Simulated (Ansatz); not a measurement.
# Thickness series of a Ti/LiH/Ti junction, part 5 of 7

How fast does the current through Ti/LiH/Ti fall with each added layer? Both electrodes are Ti hcp(0001); the barrier is LiH rock salt(111) (Li and Li faces). In the first transport cell, after relaxation, the nearest pair of electrode and barrier is Ti–Li at 3.16 Å, at a slant, at the lower face and Ti–Li at 3.17 Å, at a slant, at the upper one. All share a net of side 2.93 Å, which strains the lower electrode by +0.0 % and the barrier by +3.3 %, against typed lattice constants near PBE's. The first steps treat the bulk electrodes alone.

Ansatz 0.2.0; PBE DFT, plane waves, PAW files (the session's first sound run).

So far, transmission at the Fermi level (a spin, zone mean): step 4 (the open system: T(E)) 2.2e-4; step 5 (27 atoms, atomic planes in the barrier 5, gap between the …) 0.00784; step 6 (29 atoms, atomic planes in the barrier 7, gap between the …) 0.00104.

### 7. Conductance on a fine mesh, 31 atoms

Level of this step: PBE DFT, plane waves, PAW files; ballistic transmission by layer matching between semi-infinite leads (Ansatz).

System of this step: Ti/LiH/Ti. The cell holds 31 atoms: 22 Ti, 5 Li and 4 H. Its edges and angles: a = 2.930 Å, b = 2.930 Å, c = 75.111 Å, α = 90.0°, β = 90.0°, γ = 120.0°. Regions: left electrode, 11 atoms (11 Ti); barrier, 9 atoms (5 Li and 4 H); right electrode, 11 atoms (11 Ti). Vacuum lies along c.

Barrier layers are added or taken out in the middle, and the relaxed faces stay.

input.yaml

```yaml
crystal:
  lattice:
    - [2.93, 0.0, 0.0]
    - [-1.465, 2.5374544331, 0.0]
    - [0.0, 0.0, 75.1111697271]
  atoms:
    - { symbol: Ti, position: [0.0, 0.0, 0.0931951935] }
    - { symbol: Ti, position: [0.33333333, 0.66666667, 0.1242617921] }
    - { symbol: Ti, position: [0.0, 0.0, 0.1553283906] }
    - { symbol: Ti, position: [0.33333333, 0.66666667, 0.1863949891] }
    - { symbol: Ti, position: [0.0, 0.0, 0.2174615876] }
    - { symbol: Ti, position: [0.33333333, 0.66666667, 0.2485281862] }
    - { symbol: Ti, position: [0.0, 0.0, 0.2795947847] }
    - { symbol: Ti, position: [0.33333333, 0.66666667, 0.3106613832] }
    - { symbol: Ti, position: [0.0, 0.0, 0.3417279817] }
    - { symbol: Ti, position: [0.33333333, 0.66666667, 0.3727945802] }
    - { symbol: Ti, position: [0.0, 0.0, 0.4024555035] }
    - { symbol: Li, position: [0.33333333, 0.66666667, 0.4380171257] }
    - { symbol: H, position: [0.66666667, 0.33333333, 0.4537121114] }
    - { symbol: Li, position: [0.0, 0.0, 0.4692349811] }
    - { symbol: H, position: [0.33333333, 0.66666667, 0.4847286413] }
    - { symbol: Li, position: [0.66666667, 0.33333333, 0.4999178311] }
    - { symbol: H, position: [0.0, 0.0, 0.5154903126] }
    - { symbol: Li, position: [0.33333333, 0.66666667, 0.5306210723] }
    - { symbol: H, position: [0.66666667, 0.33333333, 0.5465269898] }
    - { symbol: Li, position: [0.0, 0.0, 0.5618314496] }
    - { symbol: Ti, position: [0.33333333, 0.66666667, 0.5975874384] }
    - { symbol: Ti, position: [0.66666667, 0.33333333, 0.6272054198] }
    - { symbol: Ti, position: [0.33333333, 0.66666667, 0.6582720183] }
    - { symbol: Ti, position: [0.66666667, 0.33333333, 0.6893386168] }
    - { symbol: Ti, position: [0.33333333, 0.66666667, 0.7204052153] }
    - { symbol: Ti, position: [0.66666667, 0.33333333, 0.7514718138] }
    - { symbol: Ti, position: [0.33333333, 0.66666667, 0.7825384124] }
    - { symbol: Ti, position: [0.66666667, 0.33333333, 0.8136050109] }
    - { symbol: Ti, position: [0.33333333, 0.66666667, 0.8446716094] }
    - { symbol: Ti, position: [0.66666667, 0.33333333, 0.8757382079] }
    - { symbol: Ti, position: [0.33333333, 0.66666667, 0.9068048065] }
kpoints:
  mp_grid: { grid: [12, 12, 1] }
scf:
  occupations: { method: fermi_dirac, width: 0.1 }
  max_iter: 150
hamiltonian:
  xc: pbe
output:
  transmission:
    kmesh: [36, 36]
    e_range: [-0.26, 0.27]
    de: 0.0375
    leads: [[4, 6], [25, 27]]
```

On the command line:

```bash
ansatz run input.yaml --threads 4 --pin off --max-ram 10240MiB --backend cpu --events-out ev --progress --plain --runs-dir out
```

Numbers of over 12 decimals in the logs are rounded to 6 here.

The log of the run:

```text
[...]
Crystal: 31 atoms, lattice volume = 558.432 Å³
Basis set: ecut = 420 eV, 10799 PW (Γ)
Bands: 173, of which v1, the nominal top of the filled ones, is band 142 counted from 1 (141 counted from 0)
Symmetry: 6 space group operations
[...]
k-points: 19 of 144 (time reversal used)
[...]
channels       : 6.481481e-1 a spin
[...]
slowest decay  : 0.0086 /Å at (0.1389, 0.0833)
[...]
filled         : 36.5 meV under the level at which it is neutral
    channels       : 6.666667e-1 a spin
[...]
slowest decay  : 0.0277 /Å at (0.2222, 0.2222)
  junction   : crystal 0 to crystal 1, 18.20 to 53.64 Å
    transmission   : 1.951084e-4 a spin
[...]
resistance     : 4.0376e0 Ω µm² beyond half of each lead's own
[key lines of the parts left out:]
SCF converged after 9 iterations
Free energy (F): -56080.704134 eV
Fermi energy:    8.873055 eV
```

Elapsed: 4 min, on 4 threads of Arm Neoverse V2, shared host; peak memory 2.7 GiB.

One spin. Transmission, zone mean against energy, zero at the Fermi level:

```csv
energy (eV),"transmission, zone mean"
-0.260,4.9e-5
-0.223,4.7e-5
-0.185,6.2e-5
-0.147,6.4e-5
-0.110,7.2e-5
-0.072,8.7e-5
-0.035,1.3e-4
0.003,2.0e-4
0.040,3.0e-4
0.077,6.0e-4
0.115,6.4e-4
0.152,5.4e-4
0.190,4.7e-4
0.228,4.0e-4
0.265,3.6e-4
```

G = 2.5e11 S/m² (1/G = 4.04 Ω µm²), 0.19 times the step before of this kind. The largest error estimate is 116 %, from the leads' potential steps. In the worse lead the potential repeats within 53 meV, which the program flags as too much for a lead, so G carries that doubt.

### 8. Conductance on a fine mesh, atomic planes in the barrier 11, gap between the electrodes 16.97 Å

System of this step: Ti/LiH/Ti. The cell holds 33 atoms: 22 Ti, 6 Li and 5 H. Cell: a = 2.930 Å, b = 2.930 Å, c = 77.422 Å, α = 90.0°, β = 90.0°, γ = 120.0°. Regions: left electrode, 11 atoms (11 Ti); barrier, 11 atoms (6 Li and 5 H); right electrode, 11 atoms (11 Ti). Vacuum lies along c.

Barrier layers are added or taken out in the middle, and the relaxed faces stay.

input.yaml

```yaml
crystal:
  lattice:
    - [2.93, 0.0, 0.0]
    - [-1.465, 2.5374544331, 0.0]
    - [0.0, 0.0, 77.4217148362]
  atoms:
    - { symbol: Ti, position: [0.0, 0.0, 0.0904139106] }
    - { symbol: Ti, position: [0.33333333, 0.66666667, 0.120553369] }
    - { symbol: Ti, position: [0.0, 0.0, 0.1506928274] }
    - { symbol: Ti, position: [0.33333333, 0.66666667, 0.1808322858] }
    - { symbol: Ti, position: [0.0, 0.0, 0.2109717442] }
    - { symbol: Ti, position: [0.33333333, 0.66666667, 0.2411112026] }
    - { symbol: Ti, position: [0.0, 0.0, 0.271250661] }
    - { symbol: Ti, position: [0.33333333, 0.66666667, 0.3013901194] }
    - { symbol: Ti, position: [0.0, 0.0, 0.3315295778] }
    - { symbol: Ti, position: [0.33333333, 0.66666667, 0.3616690363] }
    - { symbol: Ti, position: [0.0, 0.0, 0.3904447699] }
    - { symbol: Li, position: [0.33333333, 0.66666667, 0.4249451041] }
    - { symbol: H, position: [0.66666667, 0.33333333, 0.4401716945] }
    - { symbol: Li, position: [0.0, 0.0, 0.4552313054] }
    - { symbol: H, position: [0.33333333, 0.66666667, 0.4702625785] }
    - { symbol: Li, position: [0.66666667, 0.33333333, 0.4849984677] }
    - { symbol: H, position: [0.0, 0.0, 0.5001062098] }
    - { symbol: Li, position: [0.33333333, 0.66666667, 0.514842099] }
    - { symbol: H, position: [0.66666667, 0.33333333, 0.529949841] }
    - { symbol: Li, position: [0.0, 0.0, 0.5446290439] }
    - { symbol: H, position: [0.33333333, 0.66666667, 0.5600602711] }
    - { symbol: Li, position: [0.66666667, 0.33333333, 0.5749079902] }
    - { symbol: Ti, position: [0.0, 0.0, 0.6095968905] }
    - { symbol: Ti, position: [0.33333333, 0.66666667, 0.6383309637] }
    - { symbol: Ti, position: [0.0, 0.0, 0.6684704222] }
    - { symbol: Ti, position: [0.33333333, 0.66666667, 0.6986098806] }
    - { symbol: Ti, position: [0.0, 0.0, 0.728749339] }
    - { symbol: Ti, position: [0.33333333, 0.66666667, 0.7588887974] }
    - { symbol: Ti, position: [0.0, 0.0, 0.7890282558] }
    - { symbol: Ti, position: [0.33333333, 0.66666667, 0.8191677142] }
    - { symbol: Ti, position: [0.0, 0.0, 0.8493071726] }
    - { symbol: Ti, position: [0.33333333, 0.66666667, 0.879446631] }
    - { symbol: Ti, position: [0.0, 0.0, 0.9095860894] }
kpoints:
  mp_grid: { grid: [12, 12, 1] }
scf:
  occupations: { method: fermi_dirac, width: 0.1 }
  max_iter: 150
hamiltonian:
  xc: pbe
output:
  transmission:
    kmesh: [36, 36]
    e_range: [-0.26, 0.27]
    de: 0.0375
    leads: [[4, 6], [27, 29]]
```

The log of the run:

```text
[...]
Crystal: 33 atoms, lattice volume = 575.610 Å³
Basis set: ecut = 420 eV, 11143 PW (Γ)
Bands: 177, of which v1, the nominal top of the filled ones, is band 144 counted from 1 (143 counted from 0)
Symmetry: 6 space group operations
[...]
k-points: 19 of 144 (time reversal used)
[...]
channels       : 6.666667e-1 a spin
[...]
slowest decay  : 0.0263 /Å at (0.2222, 0.2222)
[...]
filled         : 36.0 meV under the level at which it is neutral
    channels       : 6.666667e-1 a spin
[...]
slowest decay  : 0.0264 /Å at (0.2222, 0.2222)
  junction   : crystal 0 to crystal 1, 19.14 to 56.89 Å
    transmission   : 3.863093e-5 a spin
[...]
resistance     : 2.1406e1 Ω µm² beyond half of each lead's own
[key lines of the parts left out:]
SCF converged after 9 iterations
Free energy (F): -56302.084023 eV
Fermi energy:    8.693016 eV
```

It took 3.8 min on 4 threads; peak memory 2.9 GiB; 14 min of CPU time.

G = 4.7e10 S/m² (1/G = 21.4 Ω µm²), 0.19 times the step before of this kind. Apart from band edges and resonances, the largest error estimate is 57 %, from the leads' distance from neutrality. For edges and narrow resonances that could lie between the energies solved the program puts 174 %, while dropping every other energy moves G by 0.7 %. In the worse lead the potential repeats within 14 meV, which the program lets pass, though it still puts 43 % of error on the junction's conductance through them.

### 9. Conductance on a fine mesh, atomic planes in the barrier 13, gap between the electrodes 19.28 Å

System of this step: Ti/LiH/Ti. The cell holds 35 atoms: 22 Ti, 7 Li and 6 H. Cell: a = 2.930 Å, b = 2.930 Å, c = 79.732 Å, α = 90.0°, β = 90.0°, γ = 120.0°. Regions: left electrode, 11 atoms (11 Ti); barrier, 13 atoms (7 Li and 6 H); right electrode, 11 atoms (11 Ti). Vacuum lies along c.

Barrier layers are added or taken out in the middle, and the relaxed faces stay.

input.yaml

```yaml
crystal:
  lattice:
    - [2.93, 0.0, 0.0]
    - [-1.465, 2.5374544331, 0.0]
    - [0.0, 0.0, 79.7322599453]
  atoms:
    - { symbol: Ti, position: [0.0, 0.0, 0.087793824] }
    - { symbol: Ti, position: [0.33333333, 0.66666667, 0.1170598772] }
    - { symbol: Ti, position: [0.0, 0.0, 0.1463259303] }
    - { symbol: Ti, position: [0.33333333, 0.66666667, 0.1755919834] }
    - { symbol: Ti, position: [0.0, 0.0, 0.2048580365] }
    - { symbol: Ti, position: [0.33333333, 0.66666667, 0.2341240896] }
    - { symbol: Ti, position: [0.0, 0.0, 0.2633901427] }
    - { symbol: Ti, position: [0.33333333, 0.66666667, 0.2926561958] }
    - { symbol: Ti, position: [0.0, 0.0, 0.3219222489] }
    - { symbol: Ti, position: [0.33333333, 0.66666667, 0.3511883021] }
    - { symbol: Ti, position: [0.0, 0.0, 0.3791301495] }
    - { symbol: Li, position: [0.33333333, 0.66666667, 0.4126307055] }
    - { symbol: H, position: [0.66666667, 0.33333333, 0.4274160475] }
    - { symbol: Li, position: [0.0, 0.0, 0.442039249] }
    - { symbol: H, position: [0.33333333, 0.66666667, 0.4566349339] }
    - { symbol: Li, position: [0.66666667, 0.33333333, 0.4709437948] }
    - { symbol: H, position: [0.0, 0.0, 0.4856137326] }
    - { symbol: Li, position: [0.33333333, 0.66666667, 0.4999225934] }
    - { symbol: H, position: [0.66666667, 0.33333333, 0.5145925313] }
    - { symbol: Li, position: [0.0, 0.0, 0.5289013921] }
    - { symbol: H, position: [0.33333333, 0.66666667, 0.5435713299] }
    - { symbol: Li, position: [0.66666667, 0.33333333, 0.5578251472] }
    - { symbol: H, position: [0.0, 0.0, 0.572809196] }
    - { symbol: Li, position: [0.33333333, 0.66666667, 0.587226646] }
    - { symbol: Ti, position: [0.66666667, 0.33333333, 0.6209103037] }
    - { symbol: Ti, position: [0.0, 0.0, 0.6488116979] }
    - { symbol: Ti, position: [0.66666667, 0.33333333, 0.6780777511] }
    - { symbol: Ti, position: [0.0, 0.0, 0.7073438042] }
    - { symbol: Ti, position: [0.66666667, 0.33333333, 0.7366098573] }
    - { symbol: Ti, position: [0.0, 0.0, 0.7658759104] }
    - { symbol: Ti, position: [0.66666667, 0.33333333, 0.7951419635] }
    - { symbol: Ti, position: [0.0, 0.0, 0.8244080166] }
    - { symbol: Ti, position: [0.66666667, 0.33333333, 0.8536740697] }
    - { symbol: Ti, position: [0.0, 0.0, 0.8829401228] }
    - { symbol: Ti, position: [0.66666667, 0.33333333, 0.912206176] }
kpoints:
  mp_grid: { grid: [12, 12, 1] }
scf:
  occupations: { method: fermi_dirac, width: 0.1 }
  max_iter: 150
hamiltonian:
  xc: pbe
output:
  transmission:
    kmesh: [36, 36]
    e_range: [-0.26, 0.27]
    de: 0.0375
    leads: [[4, 6], [29, 31]]
```

The log of the run:

```text
[...]
Crystal: 35 atoms, lattice volume = 592.789 Å³
Basis set: ecut = 420 eV, 11475 PW (Γ)
Bands: 181, of which v1, the nominal top of the filled ones, is band 146 counted from 1 (145 counted from 0)
Symmetry: 6 space group operations
[...]
k-points: 19 of 144 (time reversal used)
[...]
channels       : 6.666667e-1 a spin
[...]
slowest decay  : 0.0263 /Å at (0.2222, 0.2222)
[...]
filled         : 36.0 meV under the level at which it is neutral
    channels       : 6.666667e-1 a spin
[...]
slowest decay  : 0.0264 /Å at (0.2222, 0.2222)
  junction   : crystal 0 to crystal 1, 19.14 to 59.20 Å
    transmission   : 7.897930e-6 a spin
[...]
resistance     : 1.0583e2 Ω µm² beyond half of each lead's own
[key lines of the parts left out:]
SCF converged after 10 iterations
Free energy (F): -56523.464089 eV
Fermi energy:    8.523182 eV
```

The job ended after 4.3 min (4 threads; peak memory 3 GiB; 15 min of CPU time).

One spin. Table of transmission, zone mean by energy, zero at the Fermi level:

| energy (eV) | transmission, zone mean |
| --- | --- |
| -0.260 | 1.5e-6 |
| -0.223 | 1.3e-6 |
| -0.185 | 1.8e-6 |
| -0.147 | 1.9e-6 |
| -0.110 | 2.1e-6 |
| -0.072 | 2.6e-6 |
| -0.035 | 4.5e-6 |
| 0.003 | 7.9e-6 |
| 0.040 | 1.3e-5 |
| 0.077 | 2.3e-5 |
| 0.115 | 3.1e-5 |
| 0.152 | 3.5e-5 |
| 0.190 | 3.5e-5 |
| 0.228 | 3.3e-5 |
| 0.265 | 3.4e-5 |

G = 9.4e9 S/m² (1/G = 106 Ω µm²), 0.20 times the step before of this kind. Apart from band edges and resonances, the largest error estimate is 59 %, from the leads' distance from neutrality. For edges and narrow resonances that could lie between the energies solved the program puts 409 %, while dropping every other energy moves G by 1 %. In the worse lead the potential repeats within 14 meV, which the program lets pass, though it still puts 43 % of error on the junction's conductance through them.

### 10. Comparing the runs

Times are for 4 threads of Arm Neoverse V2, shared host. Results by setting:

```csv
no.,gap between the electrodes (Å),junction conductance (S/m²),resistance-area product beyond the leads (Ω um²),time,memory (GiB)
1,10.04,8.80e12,0.1122,3.2 min,2.5
2,12.35,1.29e12,0.7757,3.7 min,2.6
3,14.66,2.48e11,4.038,4 min,2.7
4,16.97,4.67e10,21.41,3.8 min,2.9
5,19.28,9.45e9,105.8,4.3 min,3.0
```

The runs together. Transmission, zone mean against energy, zero at the Fermi level:

```csv
energy (eV),10.04,12.35,14.66,16.97,19.28
-0.260,0.00294,3.3e-4,4.9e-5,8.4e-6,1.5e-6
-0.223,0.00301,3.2e-4,4.7e-5,7.9e-6,1.3e-6
-0.185,0.00354,4.0e-4,6.2e-5,1.0e-5,1.8e-6
-0.147,0.00384,4.1e-4,6.4e-5,1.1e-5,1.9e-6
-0.110,0.00418,4.5e-4,7.2e-5,1.2e-5,2.1e-6
-0.072,0.00458,5.3e-4,8.7e-5,1.5e-5,2.6e-6
-0.035,0.00574,7.1e-4,1.3e-4,2.4e-5,4.5e-6
0.003,0.00784,0.00104,2.0e-4,3.9e-5,7.9e-6
0.040,0.0112,0.00154,3.0e-4,6.0e-5,1.3e-5
0.077,0.0161,0.00318,6.0e-4,1.1e-4,2.3e-5
0.115,0.0128,0.00291,6.4e-4,1.4e-4,3.1e-5
0.152,0.00918,0.00219,5.4e-4,1.4e-4,3.5e-5
0.190,0.00837,0.00180,4.7e-4,1.3e-4,3.5e-5
0.228,0.00585,0.00147,4.0e-4,1.1e-4,3.3e-5
0.265,0.00746,0.00183,3.6e-4,1.3e-4,3.4e-5
```

### 11. Fit against thickness

This step: Fit of the logarithm of the conductance against the barrier's thickness, from PBE DFT, plane waves, PAW files (Ansatz 0.2.0).

No new run: the logarithm is fitted against the thickness.

This step gave:

```yaml
decay_constant_of_the_conductance: 0.74 Å⁻¹
r_m_s_misfit_of_ln_g: 0.08
```

From the end points alone, β = ln(8.8e+12 / 9.45e+09) / 9.24 Å = 6.84 / 9.24 Å = 0.74 Å⁻¹. One end point carries an error estimate of 59 %; a factor of 1.6 on it would move β by 0.05 Å⁻¹.

[end of part 5 of 7]

[Logs are printed without paths, hosts, clocks, repeated set-up lines and the standing remarks that a program may print on its own settings, such as how far it seeks lower states.]

[Hosts, paths, dates, database ids (printed as entryN), source tags and the programs' standing remarks are cut or masked in the printed files.]
